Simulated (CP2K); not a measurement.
# Ir in CP2K: the effect of functional

Ir:

```
Ir
1.0
     2.70907    0.00000    0.00000
     1.35453    2.34612    0.00000
     1.35453    0.78204    2.21194
Ir
1
Direct
  0.00000 0.00000 0.00000
```

Alike in all runs:

* Program: CP2K 2026.2
* Task: single point
* Potentials or basis: POTENTIAL_UZH Ir GTH-PBE-q17; TZVP-MOLOPT-PBE-GTH basis
* Density cutoff: 9184 eV
* k mesh: 12 × 12 × 12
* Occupations: fermi-dirac, width 0.05 eV
* Spin: no spin polarisation

**Question.** One run gave: pressure -20.2 GPa. Which functional did it use?
A. AM05
B. PBEsol
C. WC
D. HLE17
E. BLYP

**Answer.** D.

| functional | pressure (GPa) |
| --- | --- |
| LDA | -6.2 |
| PBEsol | -1.7 |
| AM05 | -4.4 |
| WC | 1.5 |
| BLYP | 27.1 |
| HLE17 | -20.2 |

Caveats: the potentials were made for another functional, which shifts forces and pressure; the basis of atomic orbitals isn't converged, which shifts pressures, moduli and gaps; the potentials were made for a functional far from this one (some runs).

Runs at the PBE level aren't shown here.
